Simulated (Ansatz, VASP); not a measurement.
## One calculation of TaN, two programs

File INCAR:

```
ALGO = Normal
EDIFF = 1E-6
ENCUT = 520
GGA = PE
ISIF = 2
ISMEAR = 0
LASPH = True
LCHARG = True
LELF = True
LREAL = False
LVHAR = True
LWAVE = False
NBANDS = 15
NELM = 80
PREC = Accurate
SIGMA = 0.15
```

File KPOINTS:

```
k-points
0
Gamma
  18 18 18
```

POSCAR

```
TaN
1.0
    0.0000000000      2.1790000000      2.1790000000
    2.1790000000      0.0000000000      2.1790000000
    2.1790000000      2.1790000000      0.0000000000
Ta N
1 1
Direct
    0.5086048646      0.5086048646      0.4913951354
    0.0000000000      0.0000000000      0.0000000000
```

Input for Ansatz:

```yaml
crystal:
  lattice:
    - [0.0, 2.179, 2.179]
    - [2.179, 0.0, 2.179]
    - [2.179, 2.179, 0.0]
  atoms:
    - { symbol: Ta, position: [0.5086048646, 0.5086048646, 0.4913951354] }
    - { symbol: "N", position: [0.0, 0.0, 0.0] }
basis:
  ecutwfc: 420
kpoints:
  mp_grid: { grid: [18, 18, 18] }
hamiltonian:
  xc: pbe
scf:
  occupations: { method: gaussian, width: 0.15 }
output:
  forces: true
  stress: true
  eigenvalues: true
```

Change from the starting cell: all Ta atoms moved +0.037 Å, as atom 1 along Cartesian [0 0 1].

Alike in both runs: task single point; functional PBE; k mesh 18 × 18 × 18; occupations gaussian, width 0.15 eV; no spin polarisation.

|  | VASP | Ansatz |
| --- | --- | --- |
| version | VASP 6.6.1 | Ansatz 0.2.0 |
| potentials or method | VASP PAW PBE potentials, release 64 (Ta_pv, N) | scalar-relativistic, plane waves, PAW |
| plane-wave cutoff (eV) | 520 | 420 |
| valence electrons in the cell | 16 | 18 |

```tsv
	VASP	Ansatz	Ansatz less VASP
gap on the k mesh at the Fermi level (eV)	none	none	-
pressure (GPa)	15.8	14.8	-0.96
largest component of the traceless stress (GPa)	0.53	0.52	-0.008
rms of the force components (eV/Å)	0.198	0.197	-0.0001
```

Atom by atom the forces differ by 0.000 eV/Å (rms over components). A gap of «none» marks a metal or a gap that the smearing closes. The two sets of potentials don't hold the same shells in valence.

Caveats: so large a pressure means that the cell lies far from this level's equilibrium, or that cutoff or potentials fall short (VASP). Spin-orbit coupling is left out, which matters for the levels of Ta.
